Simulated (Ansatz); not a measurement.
The system is Sn.

```
Sn
1.0
    -1.89465    1.89465    1.89465
     1.89465   -1.89465    1.89465
     1.89465    1.89465   -1.89465
Sn
1
Direct
  0.00000 0.00000 0.00000
```

This isn't the form of Sn at room conditions, which is tetragonal (white tin).

```yaml
Program: Ansatz 0.2.0
Task: relaxation of cell and atoms
Functional: PBEsol
Potentials_or_basis: Ansatz PAW
Cutoff: "420 eV (not typed: the program's choice for these potentials)"
k_mesh: 10 × 10 × 10
Occupations: fermi-dirac, width 0.05 eV
Spin: no spin polarisation
```

At the start: volume 27.20 Å³/atom.

Where does the relaxation end?

It ends after 4 steps and the volume is 25.98 Å³/atom (-4.5 %); space group Im-3m (No. 229, to 0.05 Å).

Step by step:
```
step  energy change (eV)  largest force (eV/Å)  volume (Å³)
   1              0.0000                0.0000        27.20
   2             -0.0090                0.0000        25.94
   3             -0.0090                0.0000        25.98
   4             -0.0088                0.0000        25.98
```

Final structure:
```xyz
1
Lattice="-1.8658 1.8658 1.8658 1.8658 -1.8658 1.8658 1.8658 1.8658 -1.8658" Properties=species:S:1:pos:R:3 pbc="T T T"
Sn    0.0000    0.0000    0.0000
```

Caveat: the plane-wave basis is chosen anew once the cell has moved, so the energies of steps on either side of that aren't comparable; the PAW data sets come from PBE, with cores solved anew for the run's functional, which leaves a small shift of forces and pressure.
